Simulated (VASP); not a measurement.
# Au: relaxation of the atoms with PBEsol

The system is Au.

```xyz
1
Lattice="0.0000 2.0544 2.0544 2.0544 0.0000 2.0544 2.0544 2.0544 0.0000" Properties=species:S:1:pos:R:3 pbc="T T T"
Au    0.0000    0.0000    0.0000
```

The cell isn't the ideal one: a relaxed cell with its volume scaled by 1.02.

```yaml
Program: VASP 6.6.1
Task: relaxation of the atoms
Functional: PBEsol
Potentials_or_basis: VASP PAW PBE potentials, release 64 (Au)
Cutoff: 600 eV
k_mesh: 16 × 16 × 16
Occupations: methfessel-paxton, width 0.1 eV
Spin: no spin polarisation
Further_INCAR_settings: ALGO = Normal; EDIFF = 1e-07; IBRION = 2; EDIFFG = -0.01; NSW = 40
```

| Property | Result |
| --- | --- |
| Pressure after relaxing | -3.3 GPa |
| Band gap on the k mesh | none (metal or under the smearing width) |

Final structure:
```cif
data_structure
_symmetry_space_group_name_H-M 'P 1'
_symmetry_Int_Tables_number 1
_cell_length_a 2.9053
_cell_length_b 2.9053
_cell_length_c 2.9053
_cell_angle_alpha 60.000
_cell_angle_beta 60.000
_cell_angle_gamma 60.000
_cell_volume 17.34
loop_
_atom_site_label
_atom_site_type_symbol
_atom_site_fract_x
_atom_site_fract_y
_atom_site_fract_z
_atom_site_occupancy
Au1 Au 0.00000 0.00000 0.00000 1
```

Levels at points of the mesh, in eV from the Fermi level:
```
           k point  band 4  band 5  band 6  band 7  band 8  band 9
(0.00, 0.00, 0.00)   -4.54   -3.05   -3.05   14.57   18.47   18.47
(0.50, 0.00, 0.00)   -1.89   -1.89   -0.90    3.01   14.01   17.01
(0.50, 0.50, 0.00)   -1.57   -1.57    1.05    5.65    9.95    9.95
```

It took 9.4 s on 1 thread of Intel(R) Xeon(R) Platinum 8375C CPU @ 2.90GHz (Ice Lake), on a shared host, peak memory 0.16 GiB.

Caveat: the relaxation stopped at its first step, so nothing moved; the PAW data sets were made with another functional, which shifts forces and pressure a little. Spin-orbit coupling is left out, which matters for the levels of Au.
